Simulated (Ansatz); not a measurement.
# GaP: the cost of one run

Computed with Ansatz 0.2.0 (DFT r2SCAN, scalar-relativistic, plane waves, PAW, unless a step's input says otherwise).

1 further run of the same task is left out (set aside as unsound or not needed).

## 1. The structure to begin with

The structure is cubic, space group F-43m (No. 216). The conventional cell has a = 5.451 Å, b = 5.451 Å, c = 5.451 Å, α = 90.00°, β = 90.00°, γ = 90.00°. Ga (site symmetry -43m) has 4 P at 2.36 Å as nearest neighbours. P (site symmetry -43m) is surrounded by 4 Ga at 2.36 Å.

Structure file:

```cif
data_structure
_symmetry_space_group_name_H-M 'P 1'
_symmetry_Int_Tables_number 1
_cell_length_a 3.8541
_cell_length_b 3.8541
_cell_length_c 3.8541
_cell_angle_alpha 60.000
_cell_angle_beta 60.000
_cell_angle_gamma 60.000
_cell_volume 40.48
loop_
_atom_site_label
_atom_site_type_symbol
_atom_site_fract_x
_atom_site_fract_y
_atom_site_fract_z
_atom_site_occupancy
Ga1 Ga 0.00000 0.00000 0.00000 1
P1 P 0.25000 0.25000 0.25000 1
```

It is the result of an earlier relaxation at this level (volume 20.24 Å³/atom; gap on the mesh: 1.89 eV).

## 2. Static run: bands, density of states and charges

Input file input.yaml:

```yaml
crystal:
  lattice:
    - [0.0, 2.72525, 2.72525]
    - [2.72525, 0.0, 2.72525]
    - [2.72525, 2.72525, 0.0]
  atoms:
    - { symbol: Ga, position: [0.0, 0.0, 0.0] }
    - { symbol: P, position: [0.25, 0.25, 0.25] }
basis:
  ecutwfc: 500
kpoints:
  mp_grid: { grid: [8, 8, 8] }
  band_path:
    path:
      - [[0.0, 0.0, 0.0], [-0.5, -0.5, 0.0], [-0.375, -0.375, 0.25]]
      - [[-0.375, 0.0, 0.375], [0.0, 0.0, 0.0], [0.0, 0.0, 0.5], [-0.5, -0.25, 0.25], [-0.5, -0.5, 0.0]]
    npoints: 14
hamiltonian:
  xc: r2scan
scf:
  occupations: { method: gaussian, width: 0.02 }
  n_extra_bands: 6
output:
  forces: true
  stress: true
  eigenvalues: true
  populations: true
  dos: { projected: true, de: 0.02, nscf_kmesh: { grid: [12, 12, 12] } }
  bader: true
  write_density: true
  write_potential: true
  elf: true
  volumetric_format: npy
```

Launch:

```sh
$ ansatz run input.yaml --threads 1 --pin off --max-ram 2560MiB --backend cpu --events-out ev --progress --plain --runs-dir out
```

Q: Estimate wall time and peak memory on 1 thread of Intel Xeon 6975P-C (Granite Rapids), shared host.

About 23 s, with a peak of 0.46 GiB.
